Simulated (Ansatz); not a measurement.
Ir:

```
CELL_PARAMETERS angstrom
0.00000 1.91560 1.91560
1.91560 0.00000 1.91560
1.91560 1.91560 0.00000
ATOMIC_POSITIONS crystal
Ir 0.00000 0.00000 0.00000
```

Base run:

```yaml
Program: Ansatz 0.2.0
Functional: RPBE
Potentials_or_basis: Ansatz PAW
Cutoff: 420 eV
Density_cutoff: 1680 eV
k_mesh: 12 × 12 × 12
Occupations: fermi-dirac, width 0.05 eV
Spin: no spin polarisation
```

Its results: band gap on the k mesh none (metal or under the smearing width); pressure 15.4 GPa.

Task: The run is repeated on the same cell with these changes: functional from RPBE to LDA. What comes out?

Result: Band gap on the k mesh none (metal or under the smearing width); pressure -6.6 GPa.

LDA binds more tightly than RPBE, so the same cell stands under less pressure.

Caveats: the PAW data sets come from PBE, with cores solved anew for the run's functional, which leaves a small shift of forces and pressure; the potentials were made for another functional, which shifts forces and pressure (some runs); so large a pressure means that the cell lies far from this level's equilibrium, or that cutoff or potentials fall short (some runs).

Not every run made on this cell is shown here.
